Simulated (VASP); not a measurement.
# Si (Fd-3m) in VASP: further runs, part 2 of 2

VASP 6.6.1. Earlier steps stand in the parts before.

## Step 4: Dielectric tensor, PBE

Contents of INCAR:

```
PREC = Accurate
ENCUT = 400
EDIFF = 1E-8
ISMEAR = 0
SIGMA = 0.01
LREAL = False
LASPH = True
NELM = 100
ALGO = Normal
ISIF = 2
LWAVE = False
LCHARG = False
GGA = PE
LEPSILON = True
```

Contents of KPOINTS:

```
Automatic mesh
0
Gamma
  10 10 10
```

Contents of POSCAR:

```
Si
1.0
    0.0000000000      2.7218511865      2.7218511865
    2.7218511865      0.0000000000      2.7218511865
    2.7218511865      2.7218511865      0.0000000000
Si
2
Direct
    0.5000000000      0.5000000000      0.5000000000
    0.7500000000      0.7500000000      0.7500000000
```

Potentials or basis: VASP PAW PBE potentials, release 64 (Si).

Started as:

```bash
> cat potpaw_PBE.64/Si/POTCAR > POTCAR
> mpirun -np 1 vasp_std > vasp.out
```

OUTCAR:

```text
PREC = Accurate
   ENCUT = 400
   EDIFF = 1E-8
   ISMEAR = 0
   LREAL = False
   LASPH = True
   NELM = 100
   ISIF = 2
   GGA = PE
   LEPSILON = True

 Found     47 irreducible k-points:

 Following reciprocal coordinates:
            Coordinates               Weight
  0.000000  0.000000  0.000000      1.000000
  0.100000  0.000000  0.000000      8.000000
  0.200000  0.000000  0.000000      8.000000
  0.300000  0.000000  0.000000      8.000000
  0.400000  0.000000  0.000000      8.000000
  0.500000  0.000000  0.000000      4.000000
   k-points           NKPTS =     47   k-points in BZ     NKDIM =     47   number of bands    NBANDS=      8
   number of dos      NEDOS =    301   number of ions     NIONS =      2
   total plane-waves  NPLWV =  21952
   dimension x,y,z NGX =    28 NGY =   28 NGZ =   28
   dimension x,y,z NGXF=    56 NGYF=   56 NGZF=   56
   ions per type =               2
   NGX,Y,Z   is equivalent  to a cutoff of  12.09, 12.09, 12.09 a.u.
   NGXF,Y,Z  is equivalent  to a cutoff of  24.19, 24.19, 24.19 a.u.
 SYSTEM =  unknown system
   PREC   = accura    normal or accurate (medium, high low for compatibility)
   ISTART =      0    job   : 0-new  1-cont  2-samecut
   ICHARG =      2    charge: 1-file 2-atom 10-const
   ISPIN  =      1    spin polarized calculation?
   LNONCOLLINEAR =      F non collinear calculations
   LSORBIT =      F    spin-orbit coupling
   LASPH  =      T    aspherical Exc in radial PAW
   ENCUT  =  400.0 eV  29.40 Ry    5.42 a.u.   6.28  6.28  6.28*2*pi/ulx,y,z
[... 177 lines left out ...]

  energy without entropy =       -1.47348302

------------------------ aborting loop because EDIFF is reached ----------------------------------------

 PIEZOELECTRIC TENSOR FIELD DIRECTION 3  (e Angst)
 -----------------------------------------------------------------------------
     0.00153  0.00000  0.00000           (  0.00000  0.00000  0.00000)
     0.00000  0.00153  0.00000           (  0.00000  0.00000  0.00000)
     0.00000  0.00000 -0.00746           (  0.00000  0.00000  0.00000)

 PIEZOELECTRIC TENSOR FIELD DIRECTION 3  (C/m^2)
 -----------------------------------------------------------------------------
     0.00061  0.00000  0.00000
     0.00000  0.00061  0.00000
     0.00000  0.00000 -0.00296

 MACROSCOPIC STATIC DIELECTRIC TENSOR (including local field effects in DFT)
 ------------------------------------------------------
          13.312093     0.000000     0.000000
           0.000000    13.312093    -0.000000
           0.000000    -0.000000    13.312093
 ------------------------------------------------------

 PIEZOELECTRIC TENSOR (including local field effects)  for field in x, y, z        (e  Angst)
          XX          YY          ZZ          XY          YZ          ZX
  --------------------------------------------------------------------------------
  x    -0.00000    -0.00000     0.00000    -0.00000     0.00000     0.00000
  y     0.00000    -0.00000     0.00000     0.00000     0.00000    -0.00000
  z     0.00000     0.00000    -0.00000    -0.00000     0.00000     0.00000

 PIEZOELECTRIC TENSOR (including local field effects)  for field in x, y, z        (C/m^2)
          XX          YY          ZZ          XY          YZ          ZX
  --------------------------------------------------------------------------------
  x    -0.00000    -0.00000     0.00000    -0.00000     0.00000     0.00000
  y     0.00000    -0.00000     0.00000     0.00000     0.00000    -0.00000
  z     0.00000     0.00000    -0.00000    -0.00000     0.00000     0.00000

 BORN EFFECTIVE CHARGES (including local field effects) (in |e|, cummulative output)
 ---------------------------------------------------------------------------------
 ion    1
    1     0.00000     0.00000     0.00000
    2     0.00000     0.00000     0.00000
    3     0.00000    -0.00000    -0.00000
 ion    2
    1    -0.00000     0.00000    -0.00000
    2     0.00000    -0.00000    -0.00000
    3    -0.00000     0.00000     0.00000
```

OSZICAR:

```text
N       E                     dE             d eps       ncg     rms          rms(c)
DAV:   1     0.587809979066E+01    0.58781E+01   -0.30758E+03   752   0.668E+02
DAV:   2    -0.108354709391E+02   -0.16714E+02   -0.15968E+02  1232   0.769E+01
DAV:   3    -0.110218649978E+02   -0.18639E+00   -0.18639E+00   904   0.109E+01
DAV:   4    -0.110227972527E+02   -0.93225E-03   -0.93225E-03  1296   0.859E-01
[... 11 lines left out ...]
RMM:   7    -0.147341470027E+01   -0.86100E-03   -0.13272E-05  2586   0.288E-02    0.191E-03
RMM:   8    -0.147347929789E+01   -0.64598E-04   -0.30413E-07  2796   0.353E-03    0.646E-04
RMM:   9    -0.147348115394E+01   -0.18560E-05   -0.59177E-08  2665   0.176E-03    0.297E-04
RMM:  10    -0.147348308022E+01   -0.19263E-05   -0.58176E-08  2615   0.311E-04    0.542E-05
RMM:  11    -0.147348263598E+01    0.44423E-06    0.16383E-07  1728   0.617E-05    0.156E-05
RMM:  12    -0.147348302226E+01   -0.38628E-06   -0.38938E-09  1032   0.497E-05    0.168E-06
```

Wall time 72 s (1 thread of AMD EPYC 9R45 (Zen 5), shared host); peak memory 0.16 GiB.

The run converged, but some of its settings lie outside the range that counts as converged, so its numbers aren't taken as properties of the crystal.

What came out:

```yaml
Band_gap_on_the_k_mesh: 0.59 eV, indirect (least direct gap 2.56 eV)
Electronic_dielectric_tensor_diagonal: 13.31
Born_charges_mean_of_the_diagonal: Si +0.00 e
```

Caveat: the gap is small at this level, which inflates the dielectric constant.

## Step 5: Dielectric tensor, PBE

Edit INCAR of step 4 so:

```diff
@@ -1,3 +1,3 @@
 PREC = Accurate
-ENCUT = 400
+ENCUT = 460
 EDIFF = 1E-8
```

KPOINTS is that of step 4.

POSCAR is that of step 4.

Potentials or basis: VASP PAW PBE potentials, release 64 (Si).

Started as:

```bash
> cat potpaw_PBE.64/Si/POTCAR > POTCAR
> mpirun -np 1 vasp_std > vasp.out
```

OUTCAR:

```text
PREC = Accurate
   ENCUT = 460
   EDIFF = 1E-8
   ISMEAR = 0
   LREAL = False
   LASPH = True
   NELM = 100
   ISIF = 2
   GGA = PE
   LEPSILON = True

 Found     47 irreducible k-points:

 Following reciprocal coordinates:
            Coordinates               Weight
  0.000000  0.000000  0.000000      1.000000
  0.100000  0.000000  0.000000      8.000000
  0.200000  0.000000  0.000000      8.000000
  0.300000  0.000000  0.000000      8.000000
  0.400000  0.000000  0.000000      8.000000
  0.500000  0.000000  0.000000      4.000000
   k-points           NKPTS =     47   k-points in BZ     NKDIM =     47   number of bands    NBANDS=      8
   number of dos      NEDOS =    301   number of ions     NIONS =      2
   total plane-waves  NPLWV =  21952
   dimension x,y,z NGX =    28 NGY =   28 NGZ =   28
   dimension x,y,z NGXF=    56 NGYF=   56 NGZF=   56
   ions per type =               2
   NGX,Y,Z   is equivalent  to a cutoff of  12.09, 12.09, 12.09 a.u.
   NGXF,Y,Z  is equivalent  to a cutoff of  24.19, 24.19, 24.19 a.u.
 SYSTEM =  unknown system
   PREC   = accura    normal or accurate (medium, high low for compatibility)
   ISTART =      0    job   : 0-new  1-cont  2-samecut
   ICHARG =      2    charge: 1-file 2-atom 10-const
   ISPIN  =      1    spin polarized calculation?
   LNONCOLLINEAR =      F non collinear calculations
   LSORBIT =      F    spin-orbit coupling
   LASPH  =      T    aspherical Exc in radial PAW
   ENCUT  =  460.0 eV  33.81 Ry    5.81 a.u.   6.73  6.73  6.73*2*pi/ulx,y,z
[... 176 lines left out ...]

  energy without entropy =       -1.47377356

------------------------ aborting loop because EDIFF is reached ----------------------------------------

 PIEZOELECTRIC TENSOR FIELD DIRECTION 3  (e Angst)
 -----------------------------------------------------------------------------
     0.00153 -0.00000  0.00000           (  0.00000  0.00000  0.00000)
    -0.00000  0.00153  0.00000           (  0.00000  0.00000  0.00000)
     0.00000  0.00000 -0.00747           (  0.00000  0.00000  0.00000)

 PIEZOELECTRIC TENSOR FIELD DIRECTION 3  (C/m^2)
 -----------------------------------------------------------------------------
     0.00061 -0.00000  0.00000
    -0.00000  0.00061  0.00000
     0.00000  0.00000 -0.00297

 MACROSCOPIC STATIC DIELECTRIC TENSOR (including local field effects in DFT)
 ------------------------------------------------------
          13.314424     0.000000     0.000000
           0.000000    13.314424     0.000000
          -0.000000     0.000000    13.314424
 ------------------------------------------------------

 PIEZOELECTRIC TENSOR (including local field effects)  for field in x, y, z        (e  Angst)
          XX          YY          ZZ          XY          YZ          ZX
  --------------------------------------------------------------------------------
  x    -0.00000    -0.00000     0.00000     0.00000     0.00000    -0.00000
  y    -0.00000     0.00000     0.00000     0.00000     0.00000    -0.00000
  z     0.00000     0.00000    -0.00000    -0.00000     0.00000     0.00000

 PIEZOELECTRIC TENSOR (including local field effects)  for field in x, y, z        (C/m^2)
          XX          YY          ZZ          XY          YZ          ZX
  --------------------------------------------------------------------------------
  x    -0.00000    -0.00000     0.00000     0.00000     0.00000    -0.00000
  y    -0.00000     0.00000     0.00000     0.00000     0.00000    -0.00000
  z     0.00000     0.00000    -0.00000    -0.00000     0.00000     0.00000

 BORN EFFECTIVE CHARGES (including local field effects) (in |e|, cummulative output)
 ---------------------------------------------------------------------------------
 ion    1
    1     0.00000     0.00000     0.00000
    2     0.00000     0.00000    -0.00000
    3    -0.00000     0.00000     0.00000
 ion    2
    1     0.00000     0.00000     0.00000
    2    -0.00000     0.00000     0.00000
    3     0.00000    -0.00000     0.00000
```

OSZICAR:

```text
N       E                     dE             d eps       ncg     rms          rms(c)
DAV:   1     0.843181079193E+01    0.84318E+01   -0.32916E+03   752   0.741E+02
DAV:   2    -0.107526291889E+02   -0.19184E+02   -0.17863E+02  1168   0.822E+01
[... 12 lines left out ...]
RMM:   6    -0.147284310717E+01   -0.10084E-02   -0.33156E-05  2681   0.425E-02    0.182E-02
RMM:   7    -0.147370607301E+01   -0.86297E-03   -0.13275E-05  2579   0.289E-02    0.188E-03
RMM:   8    -0.147377024357E+01   -0.64171E-04   -0.32793E-07  2794   0.357E-03    0.637E-04
RMM:   9    -0.147377183540E+01   -0.15918E-05   -0.20050E-07  2674   0.177E-03    0.291E-04
RMM:  10    -0.147377358409E+01   -0.17487E-05   -0.51429E-07  2603   0.313E-04    0.527E-05
RMM:  11    -0.147377316111E+01    0.42298E-06    0.20009E-08  1742   0.606E-05    0.148E-05
RMM:  12    -0.147377355557E+01   -0.39446E-06    0.41793E-08  1008   0.476E-05    0.175E-06
```

Run time: 73 s. Hardware: 1 thread of AMD EPYC 9R45 (Zen 5), shared host; peak memory 0.17 GiB.

The run converged, but some of its settings lie outside the range that counts as converged, so its numbers aren't taken as properties of the crystal.

What came out:

| Item | Value |
| --- | --- |
| Band gap on the k mesh | 0.59 eV, indirect (least direct gap 2.56 eV) |
| Electronic dielectric tensor (diagonal) | 13.31 |
| Born charges (mean of the diagonal) | Si +0.00 e |

Caveat: the gap is small at this level, which inflates the dielectric constant.
